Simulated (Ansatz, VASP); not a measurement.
Given: the input of a run of VASP 6.6.1 on Al2Au. 

The input INCAR:

```
  ALGO = Normal
  EDIFF = 1E-6
  EDIFFG = -0.01
  ENCUT = 600
  IBRION = 2
  ISIF = 3
  ISMEAR = -1
  LASPH = True
  LCHARG = False
  LMIXTAU = True
  LREAL = False
  LWAVE = False
  METAGGA = R2SCAN
  NELM = 80
  NSW = 40
  PREC = Accurate
  SIGMA = 0.05
```

File KPOINTS:

```
k-points
0
Gamma
  8 8 8
```

POSCAR

```
Al2Au
1.0
    0.0000000000      3.0000000000      3.0000000000
    3.0000000000      0.0000000000      3.0000000000
    3.0000000000      3.0000000000      0.0000000000
Au Al
1 2
Direct
    0.0000000000      0.0000000000      0.0000000000
    0.7500000000      0.7500000000      0.7500000000
    0.2500000000      0.2500000000      0.2500000000
```

Potentials or basis: VASP PAW PBE potentials, release 64 (Au, Al).

The run is started by

```console
$ cat potpaw_PBE.64/Au/POTCAR potpaw_PBE.64/Al/POTCAR > POTCAR
$ mpirun -np 1 vasp_std > vasp.out
```

Task: Translate it to Ansatz 0.2.0. Potentials or basis there: Ansatz PAW, cutoff 500 eV.

Result: As run (cutoffs and basis follow the program's own potentials, and thresholds, step limits or extra output files can differ):

Contents of input.yaml:

```yaml
crystal:
  lattice:
    - [0.0, 3.0, 3.0]
    - [3.0, 0.0, 3.0]
    - [3.0, 3.0, 0.0]
  atoms:
    - { symbol: Au, position: [0.0, 0.0, 0.0] }
    - { symbol: Al, position: [0.75, 0.75, 0.75] }
    - { symbol: Al, position: [0.25, 0.25, 0.25] }
hamiltonian:
  xc: r2scan
  pseudopotentials: { kind: paw }
kpoints:
  mp_grid: { grid: [8, 8, 8] }
scf:
  occupations: { method: fermi_dirac, width: 0.05 }
output:
  forces: true
  stress: true
  eigenvalues: true
  write_density: true
  write_potential: true
  elf: true
  volumetric_format: npy
relax:
  f_tol: 0.01
  max_steps: 40
  cell: { stress_tol: 0.05 }
```

Potentials or basis: Ansatz PAW.

Run with:

```bash
$ ansatz run input.yaml --threads 2 --pin off --max-ram 5632MiB --backend cpu --events-out ev --progress --plain --runs-dir out
```

Both were run:

|  | VASP | Ansatz |
| --- | --- | --- |
| Relaxed volume | 18.02 Å³/atom | 18.07 Å³/atom |
| Relaxed cell | a = 4.244 Å, b = 4.244 Å, c = 4.244 Å, α = 60.00°, β = 60.00°, γ = 60.00° | a = 4.248 Å, b = 4.248 Å, c = 4.248 Å, α = 60.00°, β = 60.00°, γ = 60.00° |
| Space group after relaxing | Fm-3m (No. 225) | Fm-3m (No. 225) |
| Pressure after relaxing | 0.0 GPa | 0.0 GPa |

Ansatz's pressure holds a Pulay term of +0.03 GPa for its cutoff of 500 eV, which the other run lacks.

The potentials hold 17 and 25 valence electrons a cell.

VASP's potentials were made for PBE. Ansatz's potentials were made for PBE.

Where Ansatz's input types no cutoff or centring, it takes its own default and a Γ-centred mesh.

Pressure is positive in compression.
